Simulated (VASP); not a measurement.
Write the native input for VASP 6.6.1 that does the following.

- Task: band structure
- Functional: PBE
- Dispersion: D3(BJ)
- Potentials or basis: VASP PAW PBE potentials, release 64 (Ti_sv, Se)
- Cutoff: 520 eV
- k mesh: 9 × 9 × 5
- Occupations: gaussian, width 0.03 eV
- Spin: no spin polarisation
- Further INCAR settings: ALGO = Fast; EDIFF = 1e-07; NBANDS = 19

The structure of TiSe2 lies in POSCAR:

```
TiSe2                                   
1.0
    3.4856846610      0.0000000000      0.0000000000
   -1.7428423305      3.0186914681      0.0000000000
    0.0000000000      0.0000000000      5.8565827650
  Ti              Se            
     1     2
Direct
     0.0000000000000000    0.0000000000000000    0.0000000000000000
     0.3333333300000021    0.6666666699999979    0.2648460949166207
     0.6666666699999979    0.3333333300000021    0.7351539050833793
```

One way to write it, as run:

INCAR

```
SYSTEM = TiSe2
ALGO = Fast ; EDIFF = 1E-7
ENCUT = 520 ; GGA = PE
ICORELEVEL = 1 ; ISIF = 2
ISMEAR = 0 ; IVDW = 12
LASPH = .TRUE. ; LCHARG = .FALSE.
LMAXMIX = 4 ; LREAL = .FALSE.
LWAVE = .FALSE. ; NBANDS = 19
NELM = 80 ; PREC = Accurate
SIGMA = 0.03
```

KPOINTS

```
k-points
0
G
  9 9 5
  0 0 0
```

KPOINTS_OPT

```
explicit points
96
Reciprocal
 0.0000000000  0.0000000000  0.0000000000 1
 0.0555555556  0.0000000000  0.0000000000 1
 0.1111111111  0.0000000000  0.0000000000 1
 0.1666666667  0.0000000000  0.0000000000 1
 0.2222222222  0.0000000000  0.0000000000 1
 0.2777777778  0.0000000000  0.0000000000 1
 0.3333333333  0.0000000000  0.0000000000 1
 0.3888888889  0.0000000000  0.0000000000 1
 0.4444444444  0.0000000000  0.0000000000 1
 0.5000000000  0.0000000000  0.0000000000 1
 0.5000000000  0.0000000000  0.0000000000 1
 0.4814814815  0.0370370370  0.0000000000 1
 0.4629629630  0.0740740741  0.0000000000 1
 0.4444444444  0.1111111111  0.0000000000 1
 0.4259259259  0.1481481481  0.0000000000 1
 0.4074074074  0.1851851852  0.0000000000 1
 0.3888888889  0.2222222222  0.0000000000 1
 0.3703703703  0.2592592592  0.0000000000 1
 0.3518518518  0.2962962963  0.0000000000 1
 0.3333333333  0.3333333333  0.0000000000 1
 0.3333333333  0.3333333333  0.0000000000 1
 0.2962962963  0.2962962963  0.0000000000 1
 0.2592592592  0.2592592592  0.0000000000 1
 0.2222222222  0.2222222222  0.0000000000 1
 0.1851851852  0.1851851852  0.0000000000 1
 0.1481481481  0.1481481481  0.0000000000 1
 0.1111111111  0.1111111111  0.0000000000 1
 0.0740740741  0.0740740741  0.0000000000 1
 0.0370370370  0.0370370370  0.0000000000 1
 0.0000000000  0.0000000000  0.0000000000 1
 0.0000000000  0.0000000000  0.0000000000 1
 0.0000000000  0.0000000000  0.0555555556 1
 0.0000000000  0.0000000000  0.1111111111 1
 0.0000000000  0.0000000000  0.1666666667 1
 0.0000000000  0.0000000000  0.2222222222 1
 0.0000000000  0.0000000000  0.2777777778 1
 0.0000000000  0.0000000000  0.3333333333 1
 0.0000000000  0.0000000000  0.3888888889 1
 0.0000000000  0.0000000000  0.4444444444 1
 0.0000000000  0.0000000000  0.5000000000 1
 0.0000000000  0.0000000000  0.5000000000 1
 0.0555555556  0.0000000000  0.5000000000 1
 0.1111111111  0.0000000000  0.5000000000 1
 0.1666666667  0.0000000000  0.5000000000 1
 0.2222222222  0.0000000000  0.5000000000 1
 0.2777777778  0.0000000000  0.5000000000 1
 0.3333333333  0.0000000000  0.5000000000 1
 0.3888888889  0.0000000000  0.5000000000 1
 0.4444444444  0.0000000000  0.5000000000 1
 0.5000000000  0.0000000000  0.5000000000 1
 0.5000000000  0.0000000000  0.5000000000 1
 0.4814814815  0.0370370370  0.5000000000 1
 0.4629629630  0.0740740741  0.5000000000 1
 0.4444444444  0.1111111111  0.5000000000 1
 0.4259259259  0.1481481481  0.5000000000 1
 0.4074074074  0.1851851852  0.5000000000 1
 0.3888888889  0.2222222222  0.5000000000 1
 0.3703703703  0.2592592592  0.5000000000 1
 0.3518518518  0.2962962963  0.5000000000 1
 0.3333333333  0.3333333333  0.5000000000 1
 0.3333333333  0.3333333333  0.5000000000 1
 0.2962962963  0.2962962963  0.5000000000 1
 0.2592592592  0.2592592592  0.5000000000 1
 0.2222222222  0.2222222222  0.5000000000 1
 0.1851851852  0.1851851852  0.5000000000 1
 0.1481481481  0.1481481481  0.5000000000 1
 0.1111111111  0.1111111111  0.5000000000 1
 0.0740740741  0.0740740741  0.5000000000 1
 0.0370370370  0.0370370370  0.5000000000 1
 0.0000000000  0.0000000000  0.5000000000 1
 0.5000000000  0.0000000000  0.5000000000 1
 0.5000000000  0.0000000000  0.4444444444 1
 0.5000000000  0.0000000000  0.3888888889 1
 0.5000000000  0.0000000000  0.3333333333 1
 0.5000000000  0.0000000000  0.2777777778 1
 0.5000000000  0.0000000000  0.2222222222 1
 0.5000000000  0.0000000000  0.1666666667 1
 0.5000000000  0.0000000000  0.1111111111 1
 0.5000000000  0.0000000000  0.0555555556 1
 0.5000000000  0.0000000000  0.0000000000 1
 0.3333333333  0.3333333333  0.0000000000 1
 0.3333333333  0.3333333333  0.0555555556 1
 0.3333333333  0.3333333333  0.1111111111 1
 0.3333333333  0.3333333333  0.1666666667 1
 0.3333333333  0.3333333333  0.2222222222 1
 0.3333333333  0.3333333333  0.2777777778 1
 0.3333333333  0.3333333333  0.3333333333 1
 0.3333333333  0.3333333333  0.3888888889 1
 0.3333333333  0.3333333333  0.4444444444 1
 0.3333333333  0.3333333333  0.5000000000 1
 0.0000000000  0.0000000000  0.0000000000 1
 0.0000000000  0.0000000000  0.5000000000 1
 0.3333333333  0.3333333333  0.5000000000 1
 0.3333333333  0.3333333333  0.0000000000 1
 0.5000000000  0.0000000000  0.5000000000 1
 0.5000000000  0.0000000000  0.0000000000 1
```

Potentials or basis: VASP PAW PBE potentials, release 64 (Ti_sv, Se).

Command:

```bash
$ cat potpaw_PBE.64/Ti_sv/POTCAR potpaw_PBE.64/Se/POTCAR > POTCAR
$ mpirun -np 1 vasp_std > vasp.out
```

It gave:

The pressure is 0.0 GPa, the largest force is 0.005 eV/Å and the band gap along the path is none (metal or under the smearing width). The dispersion energy per atom is -0.450 eV.

Caveat: pairwise dispersion overbinds metals, which lowers pressure and volume.

Run time: 95 s on 1 thread of Intel(R) Xeon(R) 6975P-C (Granite Rapids), on a shared host, peak memory 0.26 GiB.
